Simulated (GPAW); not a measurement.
# CdS (Greenockite) (P6_3mc) in GPAW: further runs

One crystal, CdS (Greenockite), is run at these levels: WC, PBE, rSCAN+D3(BJ); tasks: electron localisation function, single point, relaxation of cell and atoms.

All numbers are computed with GPAW 26.7.0; they aren't measurements. Logs are shortened: lines on timing, memory, paths and dates and some standing lists are left out, and cuts for length are marked. The log counts tension as positive stress, the text compression.

**What was measured.**

From “Isotope dependence of band-gap energy”, 2008, arxiv:0807.2152, for a bulk crystal of CdS: band gap 2.5809 ± 0.0002 eV.

The runs below are set against these values where they give the same quantity.

## Step 1: The structure

It takes space group P6_3mc (No. 186, hexagonal). Conventional cell: a = 4.150 Å, b = 4.150 Å, c = 6.737 Å, α = 90.00°, β = 90.00°, γ = 120.00°. Around Cd (site symmetry 3m) lie 4 S at 2.53 to 2.54 Å. Around S (site symmetry 3m) lie 4 Cd at 2.53 to 2.54 Å.

## Step 2: Electron localisation function, WC

File run.py:

```python
from ase.dft.bandgap import bandgap
from ase.io import read, write
from ase.units import Bohr, GPa
from gpaw import GPAW, PW, setup_paths
from gpaw.elf import elf_from_dft_calculation

setup_paths.insert(0, '.')

atoms = read('CdS.xyz')

calc = GPAW(mode=PW(510),
            xc='WC',
            kpts={'size': (4, 4, 2), 'gamma': True},
            occupations={'name': 'fermi-dirac', 'width': 0.01},
            nbands=31,
            convergence={'density': 1e-05, 'energy': 1e-05},
            maxiter=150,
            txt='gpaw.txt')
atoms.calc = calc
energy = atoms.get_potential_energy()
forces = atoms.get_forces()
stress = atoms.get_stress()
calc.write('gs.gpw')
write('result.traj', atoms)
print(f'Energy: {energy:.6f} eV')
print('Forces (eV/A):')
print(forces.round(4))
print('Stress (GPa):', (stress / GPa).round(3))
print('Fermi level:', round(calc.get_fermi_level(), 4), 'eV')
print(f'Gap: {bandgap(calc)[0]:.4f} eV, direct: {bandgap(calc, direct=True)[0]:.4f} eV')

# fields on the real-space grid
write('density.cube', atoms, data=calc.get_pseudo_density() * Bohr**3)
write('potential.cube', atoms, data=calc.get_electrostatic_potential())
write('elf.cube', atoms, data=elf_from_dft_calculation(calc).data)
```

File CdS.xyz:

```xyz
4
Lattice="4.1500000000 0.0000000000 0.0000000000 -2.0750000000 3.5940054257 0.0000000000 0.0000000000 0.0000000000 6.7370000000" Properties=species:S:1:pos:R:3 pbc="T T T"
Cd     2.0750000002      1.1980018084      3.3685000000
Cd    -0.0000000002      2.3960036173      0.0000000000
S      2.0750000002      1.1980018084      5.8948750000
S     -0.0000000002      2.3960036173      2.5263750000
```

Potentials or basis: PAW data sets generated in the run's folder for this functional, pw.

Command:

```
gpaw-setup -f WC Cd S
OMP_NUM_THREADS=1 python run.py
```

gpaw.txt:

```text
__  _  _
 | _ |_)|_||  |
 |__||  | ||/\| - 26.7.0

Input parameters:
  mode=PW(ecut=510.0),
  convergence={'density': 1e-05, 'energy': 1e-05},
  kpts=MonkhorstPack(size=(4, 4, 2), gamma=True),
  maxiter=150,
  nbands=31,
  occupations=Occupations(name='fermi-dirac', width=0.01),
  xc=XC(name='WC')

Diagonalizing LCAO Hamiltonian
Converting LCAO to pw mode

            S

            Cd
        S

        Cd

Atoms  # Å, Bohr magnetons
|   | symbol |         x |        y |        z |    initial magnetic moments |
|---|--------|-----------|----------|----------|-----------------------------|
| 0 |     Cd |  2.075000 | 1.198002 | 3.368500 | ( 0.0000,  0.0000,  0.0000) |
| 1 |     Cd | -0.000000 | 2.396004 | 0.000000 | ( 0.0000,  0.0000,  0.0000) |
| 2 |      S |  2.075000 | 1.198002 | 5.894875 | ( 0.0000,  0.0000,  0.0000) |
| 3 |      S | -0.000000 | 2.396004 | 2.526375 | ( 0.0000,  0.0000,  0.0000) |

Unit cell  # Å
| periodic |         x |        y |        z |  lengths |     angles |
|----------|-----------|----------|----------|----------|------------|
|      yes |  4.150000 | 0.000000 | 0.000000 | 4.150000 |  90.000000 |
|      yes | -2.075000 | 3.594005 | 0.000000 | 4.150000 |  90.000000 |
|      yes |  0.000000 | 0.000000 | 6.737000 | 6.737000 | 120.000000 |

Number of symmetries: 6
Symmetry operations  # r_c * U_cc + t_c -> r_c
|   | kind |            matrix            |
|---|------|------------------------------|
| 0 |  σ   |  1, 1, 0,  0,-1, 0,  0, 0, 1 |
| 1 |  E   |  1, 0, 0,  0, 1, 0,  0, 0, 1 |
| 2 |  C3  |  0, 1, 0, -1,-1, 0,  0, 0, 1 |
| 3 |  σ   |  0,-1, 0, -1, 0, 0,  0, 0, 1 |
| 4 |  σ   | -1, 0, 0,  1, 1, 0,  0, 0, 1 |
| 5 |  C3  | -1,-1, 0,  1, 0, 0,  0, 0, 1 |

BZ-sampling:
  Number of BZ points: 32
  Number of IBZ points: 8

  Monkhorst-Pack size: [4, 4, 2]
  Monkhorst-Pack shift: [0.125, 0.125, 0.25]

K-points  # in reciprocal-cell coordinates
|   |                                coordinates |     weight |
|---|--------------------------------------------|------------|
| 0 | (  0.00000000,   0.00000000,   0.00000000) | 0.03125000 |
| 1 | (  0.00000000,   0.00000000,   0.50000000) | 0.03125000 |
| 2 | (  0.25000000,   0.00000000,   0.00000000) | 0.18750000 |
| 3 | (  0.25000000,   0.00000000,   0.50000000) | 0.18750000 |
| 4 | (  0.50000000,   0.25000000,   0.00000000) | 0.18750000 |
| 5 | (  0.50000000,   0.25000000,   0.50000000) | 0.18750000 |
| 6 | (  0.50000000,   0.50000000,   0.00000000) | 0.09375000 |
| 7 | (  0.50000000,   0.50000000,   0.50000000) | 0.09375000 |

Plane wave coefficients: 2635
Cutoff: 510.0 eV

Spin-components: 1 (collinear spins)
Bands:           31
Projectors:      22
Spin-degeneracy: 2
Datatype:        complex128

Parallelization:
  kpt:    1
  domain: 1
  band:   1

Density:
  Valence electrons: 36.0
  Components: 1
  Grid points: [24 24 36]
  Charge: 0.0  # |e|

Potential:
  Grid points: [24 24 36]

species:
  Cd:
    name:    Cadmium
    Z:       48.0
    valence: 12
    core:    36
    charge:  0.0  # [|e|]
    compensation charges:
      type: gauss
      rc: 0.38  # [Å]
      lmax: 2
    cutoffs:
      filter: 2.12  # [Å]
      core: 2.62  # [Å]
    projectors
    | kind |    occ | energy [eV] | rcut [Å] |
    |------|--------|-------------|----------|
    |   5s |  2.000 |      -5.701 |    1.191 |
    |   5p |  0.000 |      -1.124 |    1.228 |
    |   4d | 10.000 |     -11.728 |    1.164 |
    |    s |        |      21.510 |    1.191 |
    |    p |        |      26.088 |    1.228 |
    |    d |        |      15.483 |    1.164 |

    Using partial waves for Cd as LCAO basis

  S:
    name:    Sulfur
    Z:       16.0
    valence: 6
    core:    10
    charge:  0.0  # [|e|]
    compensation charges:
      type: gauss
      rc: 0.24  # [Å]
      lmax: 2
    cutoffs:
      filter: 1.77  # [Å]
      core: 1.66  # [Å]
    projectors
    | kind |    occ | energy [eV] | rcut [Å] |
    |------|--------|-------------|----------|
    |   3s |  2.000 |     -17.205 |    0.974 |
    |   3p |  4.000 |      -6.981 |    0.979 |
    |    s |        |      10.007 |    0.974 |
    |    p |        |      20.231 |    0.979 |
    |    d |        |       0.000 |    0.900 |

    Using partial waves for S as LCAO basis

Reference energy: -326008.163507  # eV

eigensolver:
  PPCG
  Converge bands: occupied
  niter=2

density mixing:
  MSR1-Mixer
  Pratt-step length: 0.05
  Maximum mixing coefficient: 0.75
  Old densities: 10
  SVD Regularization: 0.005
  Good broyden scale: 1.0
  Trust region scale: 1.0
  Backstep threshold: 4.0
  History deletion threshold: 6.0
  Fourier metric: weight=20.0, sigma=0.015

occupation numbers:
  Fermi-Dirac:
    width: 0.0100  # eV

poisson solver:
  ecut: 4080.0  # eV

xc functional:
  name: WC with 2 nearest neighbor stencil

convergence criteria:
- Maximum integral of absolute [dens]ity change: 1e-05 electrons / valence electron
- Maximum [total energy] change in last 3 cyles: 1e-05 eV / valence electron
- Maximum integral of absolute [eigenst]ate change: 4e-08 eV^2 / valence electron
maximum number of iterations: 150

SCF iterations
|iter     | |      energy | eigst |  dens |
|---------|-|-------------|-------|-------|
|iter:   1| |  -14.731021 | -0.45 |       |
|iter:   2| |  -14.522308 | -2.13 | -1.14 |
|iter:   3| |  -13.780499 | -1.40 | -1.19 |
|iter:   4| |  -13.771164 | -3.33 | -1.74 |
|iter:   5| |  -13.769214 | -3.66 | -2.19 |
|iter:   6| |  -13.769255 | -5.07 | -2.93 |
|iter:   7| |  -13.769264c| -6.18 | -3.52 |
|iter:   8| |  -13.769263c| -6.96 | -4.05 |
|iter:   9| |  -13.769263c| -7.65c| -4.84 |
|iter:  10| |  -13.769263c| -8.03c| -5.27c|

Converged in 10 steps
Energy contributions relative to reference atoms: (reference = -326008.163507)

Energy contributions:
  Kinetic:          30.749565
  Coulomb:         -28.207481
  Zero:              0.231078
  External:          0.000000
  Xc:              -16.542425
  Entropy:          -0.000000
  Spinorbit:         0.000000
  ----------------------------
  Free energy:     -13.769263
  Extrapolated:    -13.769263

dipole moment: (-0.000002, -0.000021, -19.015878)  # |e|*Ang

Fermi level: 3.545
Eigenvalues  # (at kpt = [0.000, 0.000, 0.000])
| band index |      eig [eV] | occ [0-2] |
|------------|---------------|-----------|
|          0 |        -8.983 |     2.000 |
|        ... |               |           |
|         10 |        -3.786 |     2.000 |
|         11 |        -3.453 |     2.000 |
|         12 |        -1.078 |     2.000 |
|         13 |         2.566 |     2.000 |
|         14 |         2.566 |     2.000 |
|         15 |         3.297 |     2.000 |
[... 8 lines left out ...]
|         24 |        10.771 |     0.000 |
|         25 |        10.848 |     0.000 |
|        ... |               |           |
|         30 |        14.873 |     0.000 |

Gap: 1.011 eV
Transition (v -> c):
  (s=0, k=0, n=17, [0.00, 0.00, 0.00]) -> (s=0, k=0, n=18, [0.00, 0.00, 0.00])
No difference between direct/indirect transitions

Forces  # eV/Ang
|        x |       y |        z |
|----------|---------|----------|
| -0.00000 | 0.00000 | -0.05091 |  # Cd   0
| -0.00000 | 0.00000 | -0.05135 |  # Cd   1
| -0.00000 | 0.00000 |  0.05124 |  # S    2
|  0.00000 | 0.00000 |  0.05123 |  # S    3

Stress tensor  # eV/Ang^3
|         x |        y |         z |
|-----------|----------|-----------|
|  0.008712 | 0.000000 | -0.000000 |
| -0.000000 | 0.008712 |  0.000000 |
| -0.000000 | 0.000000 |  0.006718 |

# Writing to gs.gpw (mode='')
```

stdout:

```text
Energy: -13.769263 eV
Forces (eV/A):
[[-0.      0.     -0.0509]
 [-0.      0.     -0.0514]
 [-0.      0.      0.0512]
 [ 0.      0.      0.0512]]
Stress (GPa): [ 1.396  1.396  1.076  0.    -0.     0.   ]
Fermi level: 3.5455 eV
Gap: 1.0114 eV, direct: 1.0114 eV
```

Wall time 15 s (1 thread of Arm Neoverse V2, shared host); peak memory 0.17 GiB.

What came out:

| Property | Result |
| --- | --- |
| Free energy | -13.7693 eV |
| Pressure | -1.3 GPa |
| Largest force | 0.051 eV/Å |
| Band gap on the k mesh | 1.01 eV, direct |

Forces on the atoms (eV/Å):
```
Cd   0.000  0.000 -0.051
Cd   0.000  0.000 -0.051
S    0.000  0.000  0.051
S    0.000  0.000  0.051
```

Stress tensor (GPa, compression positive):
```
-1.40  0.00  0.00
 0.00 -1.40  0.00
 0.00  0.00 -1.08
```

Caveat: the k mesh is coarse (spacing up to 0.47 Å⁻¹), so the values aren't converged; the cutoff is short for stress and forces, so pressures can be off by a GPa or more.

## Step 3: Single point, PBE

File run.py:

```python
from ase.dft.bandgap import bandgap
from ase.io import read, write
from ase.units import GPa
from gpaw import GPAW, PW

atoms = read('CdS.xyz')

calc = GPAW(mode=PW(450),
            xc='PBE',
            kpts={'size': (6, 6, 3), 'gamma': True},
            occupations={'name': 'fermi-dirac', 'width': 0.05},
            nbands=31,
            convergence={'density': 1e-05, 'energy': 1e-05},
            maxiter=80,
            txt='gpaw.txt')
atoms.calc = calc
energy = atoms.get_potential_energy()
forces = atoms.get_forces()
stress = atoms.get_stress()
calc.write('gs.gpw')
write('result.traj', atoms)
print(f'Energy: {energy:.6f} eV')
print('Forces (eV/A):')
print(forces.round(4))
print('Stress (GPa):', (stress / GPa).round(3))
print('Fermi level:', round(calc.get_fermi_level(), 4), 'eV')
print(f'Gap: {bandgap(calc)[0]:.4f} eV, direct: {bandgap(calc, direct=True)[0]:.4f} eV')
```

CdS.xyz is that of step 2.

Potentials or basis: GPAW PAW data sets (gpaw-data 1.2.1), pw.

Command:

```
OMP_NUM_THREADS=1 python run.py
```

gpaw.txt:

```text
__  _  _
 | _ |_)|_||  |
 |__||  | ||/\| - 26.7.0

Input parameters:
  mode=PW(ecut=450.00000000000006),
  convergence={'density': 1e-05, 'energy': 1e-05},
  kpts=MonkhorstPack(size=(6, 6, 3), gamma=True),
  maxiter=80,
  nbands=31,
  occupations=Occupations(name='fermi-dirac', width=0.05),
  xc=XC(name='PBE')

Diagonalizing LCAO Hamiltonian
Converting LCAO to pw mode

            S

            Cd
        S

        Cd

Atoms  # Å, Bohr magnetons
|   | symbol |         x |        y |        z |    initial magnetic moments |
|---|--------|-----------|----------|----------|-----------------------------|
| 0 |     Cd |  2.075000 | 1.198002 | 3.368500 | ( 0.0000,  0.0000,  0.0000) |
| 1 |     Cd | -0.000000 | 2.396004 | 0.000000 | ( 0.0000,  0.0000,  0.0000) |
| 2 |      S |  2.075000 | 1.198002 | 5.894875 | ( 0.0000,  0.0000,  0.0000) |
| 3 |      S | -0.000000 | 2.396004 | 2.526375 | ( 0.0000,  0.0000,  0.0000) |

Unit cell  # Å
| periodic |         x |        y |        z |  lengths |     angles |
|----------|-----------|----------|----------|----------|------------|
|      yes |  4.150000 | 0.000000 | 0.000000 | 4.150000 |  90.000000 |
|      yes | -2.075000 | 3.594005 | 0.000000 | 4.150000 |  90.000000 |
|      yes |  0.000000 | 0.000000 | 6.737000 | 6.737000 | 120.000000 |

Number of symmetries: 6
Symmetry operations  # r_c * U_cc + t_c -> r_c
|   | kind |            matrix            |
[... 130 lines left out ...]
- Maximum [total energy] change in last 3 cyles: 1e-05 eV / valence electron
- Maximum integral of absolute [eigenst]ate change: 4e-08 eV^2 / valence electron
maximum number of iterations: 80

SCF iterations
|iter     | |      energy | eigst |  dens |
|---------|-|-------------|-------|-------|
|iter:   1| |  -13.623238 | -0.50 |       |
|iter:   2| |  -13.395651 | -2.18 | -1.12 |
|iter:   3| |  -12.601959 | -1.38 | -1.16 |
|iter:   4| |  -12.598163 | -3.30 | -1.73 |
|iter:   5| |  -12.597370 | -3.69 | -2.16 |
|iter:   6| |  -12.597448 | -5.06 | -2.94 |
|iter:   7| |  -12.597460c| -6.30 | -3.50 |
|iter:   8| |  -12.597459c| -7.33 | -4.38 |
|iter:   9| |  -12.597459c| -7.69c| -4.73 |
|iter:  10| |  -12.597459c| -7.97c| -5.24c|

Converged in 10 steps
Energy contributions relative to reference atoms: (reference = -326061.476468)

Energy contributions:
  Kinetic:          37.217550
  Coulomb:         -33.666457
  Zero:              0.280657
  External:          0.000000
  Xc:              -16.429209
  Entropy:          -0.000000
  Spinorbit:         0.000000
  ----------------------------
  Free energy:     -12.597460
  Extrapolated:    -12.597459

dipole moment: (-0.000010, -0.000016, -18.973880)  # |e|*Ang

Fermi level: 4.079
Eigenvalues  # (at kpt = [0.000, 0.000, 0.000])
| band index |      eig [eV] | occ [0-2] |
|------------|---------------|-----------|
|          0 |        -8.846 |     2.000 |
|        ... |               |           |
|         10 |        -3.653 |     2.000 |
|         11 |        -3.318 |     2.000 |
|         12 |        -0.882 |     2.000 |
|         13 |         2.701 |     2.000 |
|         14 |         2.701 |     2.000 |
|         15 |         3.422 |     2.000 |
[... 8 lines left out ...]
|         24 |        10.995 |     0.000 |
|         25 |        11.131 |     0.000 |
|        ... |               |           |
|         30 |        14.986 |     0.000 |

Gap: 1.178 eV
Transition (v -> c):
  (s=0, k=0, n=17, [0.00, 0.00, 0.00]) -> (s=0, k=0, n=18, [0.00, 0.00, 0.00])
No difference between direct/indirect transitions

Forces  # eV/Ang
|        x |       y |        z |
|----------|---------|----------|
|  0.00000 | 0.00000 | -0.06685 |  # Cd   0
|  0.00000 | 0.00000 | -0.06714 |  # Cd   1
| -0.00000 | 0.00000 |  0.06686 |  # S    2
|  0.00000 | 0.00000 |  0.06718 |  # S    3

Stress tensor  # eV/Ang^3
|         x |         y |         z |
|-----------|-----------|-----------|
| -0.004947 |  0.000000 |  0.000000 |
|  0.000000 | -0.004947 |  0.000000 |
|  0.000000 |  0.000000 | -0.008928 |

# Writing to gs.gpw (mode='')
```

Wall time 20 s (1 thread of Arm Neoverse V2, shared host); peak memory 0.17 GiB.

Results:

```yaml
Free_energy: -12.5975 eV
Pressure: 1.0 GPa
Largest_force: 0.067 eV/Å
Band_gap_on_the_k_mesh: 1.18 eV, direct
```

Forces on the atoms (eV/Å):
```
Cd   0.000  0.000 -0.067
Cd   0.000  0.000 -0.067
S    0.000  0.000  0.067
S    0.000  0.000  0.067
```

Stress tensor (GPa, compression positive):
```
0.79 0.00 0.00
0.00 0.79 0.00
0.00 0.00 1.43
```

Caveat: the cutoff is short for stress and forces, so pressures can be off by a GPa or more.

## Step 4: Relaxation of cell and atoms, rSCAN+D3(BJ)

File run.py:

```python
from ase.calculators.mixing import SumCalculator
from ase.filters import FrechetCellFilter
from ase.io import write
from ase.optimize import BFGS
from ase.spacegroup import crystal
from dftd3.ase import DFTD3
from gpaw import GPAW, PW

# Cd 2b
# S 2b
atoms = crystal(['Cd', 'S'],
                basis=[[0.6666666667, 0.3333333333, 0.5],
                       [0.6666666667, 0.3333333333, 0.875]],
                spacegroup=186, setting=1,  # P6_3mc
                cellpar=[4.15, 4.15, 6.737, 90.0, 90.0, 120.0],
                primitive_cell=True)

calc = GPAW(mode=PW(600),
            xc='MGGA_X_RSCAN+MGGA_C_RSCAN',
            kpts={'size': (5, 5, 3), 'gamma': True},
            occupations={'name': 'fermi-dirac', 'width': 0.05},
            nbands=31,
            convergence={'density': 1e-05, 'energy': 1e-05},
            maxiter=150,
            txt='gpaw.txt')
atoms.calc = SumCalculator([calc, DFTD3(method='rscan', damping='d3bj')])
opt = BFGS(FrechetCellFilter(atoms), trajectory='relax.traj', logfile='-')
done = opt.run(fmax=0.01, steps=60)
calc.write('gs.gpw')
write('result.traj', atoms)
print('Converged:', done)
print('Cell:', atoms.cell.cellpar().round(4))
print('Volume:', round(atoms.get_volume(), 4))
print(atoms.get_scaled_positions().round(5))
```

Command:

```
OMP_NUM_THREADS=1 python run.py
```

Wall time 6.9 min (1 thread of Arm Neoverse V2, shared host); peak memory 0.81 GiB.

The run converged. Its results:

```
Free energy                            : -89.7450 eV
Relaxed volume                         : 24.79 Å³/atom
Relaxed cell                           : a = 4.129 Å, b = 4.129 Å, c = 6.715 Å, α = 90.00°, β = 90.00°, γ = 120.00°
Space group after relaxing (to 0.05 Å) : P6_3mc (No. 186)
Energy gained by relaxing              : 1.0 meV/atom
Ionic steps                            : 5
Pressure after relaxing                : 0.0 GPa
Band gap on the k mesh                 : 1.63 eV, direct
Dispersion energy per atom             : -0.179 eV
```

Step by step:
| step | energy change (eV) | largest force (eV/Å) | pressure (GPa) | volume (Å³) |
| --- | --- | --- | --- | --- |
| 1 | 0.0000 | 0.0656 | -0.82 | 100.48 |
| 2 | -0.0009 | 0.0539 | -0.73 | 100.35 |
| 3 | -0.0038 | 0.0239 | -0.12 | 99.35 |
| 4 | -0.0038 | 0.0200 | -0.11 | 99.33 |
| 5 | -0.0039 | 0.0010 | 0.00 | 99.16 |

Final structure:
```cif
data_structure
_symmetry_space_group_name_H-M 'P 1'
_symmetry_Int_Tables_number 1
_cell_length_a 4.1294
_cell_length_b 4.1294
_cell_length_c 6.7152
_cell_angle_alpha 90.000
_cell_angle_beta 90.000
_cell_angle_gamma 120.000
_cell_volume 99.16
loop_
_atom_site_label
_atom_site_type_symbol
_atom_site_fract_x
_atom_site_fract_y
_atom_site_fract_z
_atom_site_occupancy
Cd1 Cd 0.66667 0.33333 0.49923 1
Cd2 Cd 0.33333 0.66667 0.99923 1
S1 S 0.66667 0.33333 0.87577 1
S2 S 0.33333 0.66667 0.37577 1
```

Levels at points of the mesh, in eV from the valence-band top:
```tsv
k point	band 14	band 15	band 16	band 17	band 18	band 19	band 20	band 21	band 22	band 23
(0.00, 0.00, 0.00)	-0.78	-0.78	-0.05	0.00	0.00	1.63	3.22	6.93	6.93	7.25
```

Caveat: later steps reuse the first step's grids; the PAW data sets were made with another functional, which shifts forces and pressure a little.

## Step 5: Overview

```tsv
task	level	potentials or basis	cell	k mesh	cutoff (eV)	smearing	maxiter	optimizer	fmax	max steps	mesh quality	gap on the mesh (eV)	pressure (GPa)	largest force (eV/Å)
electron localisation function	WC	PAW data sets generated in the run's folder for this functional, pw	as given	4 × 4 × 2	510	fermi-dirac 0.01 eV	150	-	-	-	coarse	1.01	-1.3	0.05
single point	PBE	GPAW PAW data sets (gpaw-data 1.2.1), pw	as given	6 × 6 × 3	450	fermi-dirac 0.05 eV	80	-	-	-	not flagged	1.18	1.0	0.07
relaxation of cell and atoms	rSCAN+D3(BJ)	GPAW PAW data sets (gpaw-data 1.2.1), pw	relaxed	5 × 5 × 3	600	fermi-dirac 0.05 eV	150	BFGS	0.01 eV/Å	60	not flagged	1.63	0.0	-
```

Alike in all rows: no spin polarisation.

Caveats: some runs use coarse meshes; the cutoff is short for stress and forces, so pressures can be off by a GPa or more (some runs); later steps reuse the first step's grids (some runs); the PAW data sets were made with another functional, which shifts forces and pressure a little (some runs).

Total energies depend on the potentials used, so only differences within one code and one set of settings carry meaning.

## Step 6: Against experiment

Step 3. A measured gap of CdS is 2.5809 eV (quoted in “Isotope dependence of band-gap energy”, 2008, arxiv:0807.2152); the calculated 1.18 eV misses it by -1.40 eV. So large a miss can be the level of theory's own, or it may mean another phase, state or a wrong row. Spin-orbit coupling on Cd is left out. The value is that of PBE, without temperature or zero-point motion. Semilocal functionals fall short of measured gaps as a rule.
